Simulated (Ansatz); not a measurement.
**Relaxing SbSe2**

Computed with DFT PBE, scalar-relativistic, plane waves, PAW (Ansatz). Cutoff 420 eV, Γ-centred k mesh, Gaussian smearing, no spin polarisation in the final step.

The start puts SbSe2 on the MoSi2 (C11b) structure type (I4/mmm, No. 139), with Sb in place of Mo, Se in place of Si, at a guessed volume.

```
CELL_PARAMETERS angstrom
-1.98954 1.98954 4.88058
1.98954 -1.98954 4.88058
1.98954 1.98954 -4.88058
ATOMIC_POSITIONS crystal
Sb 0.00000 0.00000 0.00000
Se 0.66500 0.66500 0.00000
Se 0.33500 0.33500 0.00000
```

Cell and atoms relax at zero pressure; the relaxation can't lower the symmetry of the start. After a coarse first stage the cell is made exact in the group found at 0.06 Å.

The zero of energy is the elements' standard structures at the same level; no fitted shifts are applied.

**Question.** Which crystal results?

**Answer.** It keeps I4/mmm (No. 139). The result has the MoSi2 (C11b) structure. Conventional cell: a = 3.674 Å, c = 10.589 Å. Around Sb lie 8 Se at 3.04 Å, 4 Sb at 3.67 Å and 2 Se at 3.72 Å; around Se lie 4 Sb at 3.04 Å, 1 Se at 3.14 Å, 4 Se at 3.37 Å, 4 Se at 3.67 Å and 1 Sb at 3.72 Å.

```cif
data_structure
_symmetry_space_group_name_H-M 'I4/mmm'
_symmetry_Int_Tables_number 139
_cell_length_a 3.6742
_cell_length_b 3.6742
_cell_length_c 10.5891
_cell_angle_alpha 90.000
_cell_angle_beta 90.000
_cell_angle_gamma 90.000
_cell_volume 142.95
loop_
_atom_site_label
_atom_site_type_symbol
_atom_site_symmetry_multiplicity
_atom_site_Wyckoff_symbol
_atom_site_fract_x
_atom_site_fract_y
_atom_site_fract_z
_atom_site_occupancy
Sb1 Sb 2 a 0.00000 0.00000 0.00000 1
Se1 Se 4 e 0.50000 0.50000 0.14831 1
```

**Question.** What are its volume, energy, density and gap?

**Answer.** The volume per atom is 23.8 Å³. The density is 6.5 g/cm³. The energy over the elements is 0.19 eV/atom and the gap on the 18×18×18 mesh is 0 eV (a metal).

The final run used a 18×18×18 mesh on its 3-atom cell and 0.10 eV smearing. The k mesh leaves about 4 meV/atom of noise in metals. No dispersion correction is applied, so the spacing between layers, chains or molecules is poorly fixed, and with it the volume and density. Spin–orbit coupling is left out. A structure relaxed within its symmetry needn't be a true minimum.

Cost: 3 runs of about 3.6 core-minutes in all, on Intel Xeon Platinum 8375C (Ice Lake) (shared hosts).